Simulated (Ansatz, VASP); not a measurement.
Y: VASP beside Ansatz

The input INCAR:

```
SYSTEM = Y
  PREC = Accurate
  ENCUT = 520
  EDIFF = 1E-8
  ISMEAR = -1
  SIGMA = 0.03
  LREAL = .False.
  LASPH = .True.
  NELM = 100
  ALGO = Normal
  ISIF = 2
  LWAVE = .False.
  LCHARG = .False.
  GGA = PE
  LEFG = .True.
  NBANDS = 12
```

Contents of KPOINTS:

```
Automatic mesh
0
Gamma
  14 14 14
  0 0 0
```

POSCAR

```
Y
1.0
    0.0000000000      2.5337378637      2.5337378637
    2.5337378637      0.0000000000      2.5337378637
    2.5337378637      2.5337378637      0.0000000000
Y
1
Direct
    0.0000000000      0.0000000000      0.0000000000
```

Input for Ansatz:

```yaml
crystal:
  lattice:
    - [0.0, 2.5337378637, 2.5337378637]
    - [2.5337378637, 0.0, 2.5337378637]
    - [2.5337378637, 2.5337378637, 0.0]
  atoms:
    - { symbol: "Y", position: [0.0, 0.0, 0.0] }
kpoints:
  mp_grid: { grid: [14, 14, 14] }
scf:
  occupations: { method: fermi_dirac, width: 0.03 }
hamiltonian:
  xc: pbe
  pseudopotentials: { kind: paw }
output:
  forces: true
  stress: true
  eigenvalues: true
  efg: { contact_densities: true }
```

Change from the starting cell: volume scaled by 1.06, PAW files.

Alike in both runs: task electric field gradients; functional PBE; k mesh 14 × 14 × 14; occupations fermi-dirac, width 0.03 eV; no spin polarisation.

```csv
,VASP,Ansatz
version,VASP 6.6.1,Ansatz 0.2.0
potentials or method,"VASP PAW PBE potentials, release 64 (Y_sv)","PAW with Ansatz's default frozen-core files, scalar-relativistic"
plane-wave cutoff (eV),520,420
valence electrons in the cell,11,11
```

Ansatz gave:

| Quantity | Value |
| --- | --- |
| pressure (GPa) | -0.1 |
| Vzz of the field gradient on the site that differs most (V/Å²) | 0.0 |

Problem. Estimate VASP's values.

Solution. Pressure (GPa): -0.2; Vzz of the field gradient on the site that differs most (V/Å²): 0.0.

The functional is the same, so the differences come from potentials, cutoffs and numerics. Ansatz warned: «gradients_without_spin_orbit».
